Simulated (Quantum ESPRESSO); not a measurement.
The system is NaI.

```
I Na
1.0
     0.00000    3.23640    3.23640
     3.23640    0.00000    3.23640
     3.23640    3.23640    0.00000
I Na
1 1
Cartesian
  3.2364 3.2364 3.2364
  0.0000 0.0000 0.0000
```

Program: Quantum ESPRESSO 7.5. Alike in all runs: cell as given; k mesh 7 × 7 × 7; smearing fermi-dirac 0.05 eV. Hardware: 1 thread of Arm Neoverse V1 (shared host).

Task: Order these runs on this cell by their wall time, lowest first.
A. task band structure; level PBE; potentials or basis PseudoDojo 0.4 FR PBE standard; spin SOC, no magnetisation; cutoff (eV) 1197
B. task single point; level PBE; potentials or basis SSSP 1.3 efficiency PBE; spin off; cutoff (eV) 748
C. task band structure; level LDA; potentials or basis PseudoDojo 0.4.1 SR LDA standard; spin off; cutoff (eV) 1197; form of the LDA correlation PW92

Result: B (21 s), C (95 s), A (450 s).

Not every run made on this cell is shown here.
